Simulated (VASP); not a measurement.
# CaO in VASP 6.6.1, single-point calculation

INCAR

```
ISIF = 2
METAGGA = R2SCAN
ALGO = Normal
LCHARG = .FALSE.
IBRION = -1
ISMEAR = 0
NBANDS = 15
LASPH = .TRUE.
LREAL = Auto
EDIFF = 1E-7
NELM = 120
SIGMA = 0.01
NSW = 0
LWAVE = .FALSE.
ENCUT = 520
PREC = Accurate
```

KPOINTS

```
KPOINTS created by Atomic Simulation Environment
0
Gamma
10 10 10
0 0 0
```

POSCAR

```
Ca O
 1.0000000000000000
     0.0000000000000000    2.4215256147000002    2.4215256147000002
     2.4215256147000002    0.0000000000000000    2.4215256147000002
     2.4215256147000002    2.4215256147000002    0.0000000000000000
 Ca  O
   1   1
Cartesian
  0.0000000000000000  0.0000000000000000  0.0000000000000000
  2.4215256147000002  2.4215256147000002  2.4215256147000002
```

The recommended PBE PAW datasets give the neutral cell 16 valence electrons.

Command

```
mpirun -np 1 vasp_std
```

**Question.** How does this run end, and what does it give?

**Answer.** It converged. Results: gap between bands v and c on the k mesh 4.19 eV; least direct gap on the k mesh 4.57 eV; pressure -2.4 GPa. Band v is the last that the valence electrons fill when counted band by band, and c is the next.

OSZICAR

```
N       E                     dE             d eps       ncg     rms          rms(c)
DAV:   1     0.118028364136E+03    0.11803E+03   -0.84461E+03  1410   0.111E+03
DAV:   2    -0.197910247111E+02   -0.13782E+03   -0.12830E+03  1753   0.298E+02
DAV:   3    -0.251293286575E+02   -0.53383E+01   -0.52984E+01  1802   0.618E+01
DAV:   4    -0.252597246346E+02   -0.13040E+00   -0.13034E+00  1721   0.894E+00
DAV:   5    -0.252619036187E+02   -0.21790E-02   -0.21790E-02  1690   0.106E+00    0.768E+00
DAV:   6    -0.193095520462E+02    0.59524E+01   -0.35166E+00  1886   0.231E+01    0.262E+00
DAV:   7    -0.194473571033E+02   -0.13781E+00   -0.49392E-01  1473   0.495E+00    0.194E+00
DAV:   8    -0.194851803461E+02   -0.37823E-01   -0.18360E-01  1424   0.456E+00    0.142E+00
DAV:   9    -0.194513320799E+02    0.33848E-01   -0.84359E-02  1474   0.282E+00    0.130E-01
DAV:  10    -0.194508098183E+02    0.52226E-03   -0.39292E-03  1564   0.613E-01    0.721E-02
DAV:  11    -0.194509669266E+02   -0.15711E-03   -0.54929E-04  1634   0.209E-01    0.457E-02
DAV:  12    -0.194509153976E+02    0.51529E-04   -0.13774E-04  1725   0.101E-01    0.926E-03
DAV:  13    -0.194509165717E+02   -0.11742E-05   -0.75519E-06  1704   0.287E-02    0.721E-03
DAV:  14    -0.194509162634E+02    0.30834E-06   -0.40652E-07  1722   0.530E-03    0.442E-03
DAV:  15    -0.194509156124E+02    0.65103E-06   -0.10169E-06  1501   0.771E-03    0.787E-04
DAV:  16    -0.194509156030E+02    0.93387E-08   -0.33945E-08   803   0.187E-03
   1 F= -.19450916E+02 E0= -.19450916E+02  d E =-.149008-136
```

For comparison, a separate r²SCAN run of the intended cell, on usual settings and not on those above, gives a gap of 4.19 eV on its mesh and a pressure of -2.3 GPa.
